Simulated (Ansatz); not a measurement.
An ordered 8-atom cell of Al3GaAs4 on the zincblende lattice (Amm2), relaxed with r2SCAN. The symmetry is Amm2 (No. 38, orthorhombic); conventional cell a = 4.016 Å, b = 8.028 Å, c = 11.342 Å, 22.86 Å³ an atom. Around Al lie 4 As at 2.46 Å; around Al lie 4 As at 2.45–2.46 Å; around Ga lie 4 As at 2.46 Å; around As lie 4 Al at 2.45–2.46 Å; around As lie 3 Al at 2.46 Å and 1 Ga at 2.46 Å; around As lie 2 Al at 2.46 Å and 2 Ga at 2.46 Å.

```
CELL_PARAMETERS angstrom
4.01622 0.00000 0.00000
0.00000 4.01406 5.67121
0.00000 -4.01406 5.67121
ATOMIC_POSITIONS crystal
Al 0.00000 0.00021 0.00021
Al 0.50000 0.00069 0.49935
Al 0.50000 0.49935 0.00069
Ga 0.00000 0.49990 0.49990
As 0.50000 0.12486 0.12486
As 0.00000 0.12436 0.62517
As 0.00000 0.62517 0.12436
As 0.50000 0.62546 0.62546
```

The questions ask for values computed with Ansatz 0.2.0 on this geometry. No magnetic order and no zero-point or thermal motion; the cell was built from a prototype and may be hypothetical.

(1) What gap does PBE give, and where are the band edges?

(2) How does the gap change from PBE to PBE+SOC (6×4×4)?

(3) What does r2SCAN give for the gap (6×4×4 mesh)?

(4) What does HSE06 give for the gap (4×2×2 mesh)?

(5) What does PBE0 give for the gap (4×2×2 mesh)?

(6) What do these levels agree on?

Results:

(1) PBE gives a direct gap of 1.14 eV at Γ.

(2) The PBE+SOC gap is direct at Γ: 1.05 eV. The gap differs by -0.09 eV from PBE's.

(3) r2SCAN gives a direct gap of 1.57 eV at Γ. The gap differs by +0.43 eV from PBE's.

(4) The HSE06 gap is direct at Γ: 1.96 eV. The gap differs by +0.82 eV from PBE's.

(5) PBE0 gives a direct gap of 2.62 eV at Γ. The gap differs by +1.48 eV from PBE's.

(6) r2SCAN covers 52 % of the step from PBE to HSE06, while HSE06 needs about 7 times r2SCAN's rough cost (on a coarser mesh). Spin-orbit coupling moves the least or the direct gap by up to 0.10 eV, so it is at the margin where a tenth of an eV counts. All these functionals give a gap of the same kind, direct.

Only the levels marked +SOC include spin-orbit coupling.
